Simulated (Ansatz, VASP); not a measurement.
# One calculation of Sb8H, two programs

```
CELL_PARAMETERS angstrom
4.30840 0.00000 0.00000
-2.15420 3.73118 0.00000
0.00000 0.00000 28.78321
ATOMIC_POSITIONS crystal
Sb 0.66667 0.33333 0.27794
Sb 0.00000 0.00000 0.33037
Sb 0.34758 0.67473 0.41517
Sb 0.66267 0.33233 0.47007
Sb 0.04713 0.02574 0.54926
Sb 0.33760 0.67108 0.60629
Sb 0.74747 0.37649 0.67908
Sb 0.97616 0.99087 0.73994
H 0.54014 0.77311 0.76470
```

Alike in both runs: task single point; functional LDA; k mesh 10 × 10 × 1; occupations gaussian, width 0.05 eV; no spin polarisation.

|  | VASP | Ansatz |
| --- | --- | --- |
| version | VASP 6.6.1 | Ansatz 0.2.0 |
| potentials or method | VASP PAW LDA potentials, release 64 (Sb, H) | scalar-relativistic, plane waves, PAW |
| plane-wave cutoff (eV) | 520 | 420 |
| valence electrons in the cell | 41 | 121 |

|  | VASP | Ansatz | Ansatz less VASP |
| --- | --- | --- | --- |
| rms of the force components (eV/Å) | 0.097 | 0.104 | +0.0063 |

Atom by atom the forces differ by 0.047 eV/Å (rms over components). The two sets of potentials don't hold the same shells in valence.

The runs have no spin-orbit coupling, so splittings on Sb are missing.
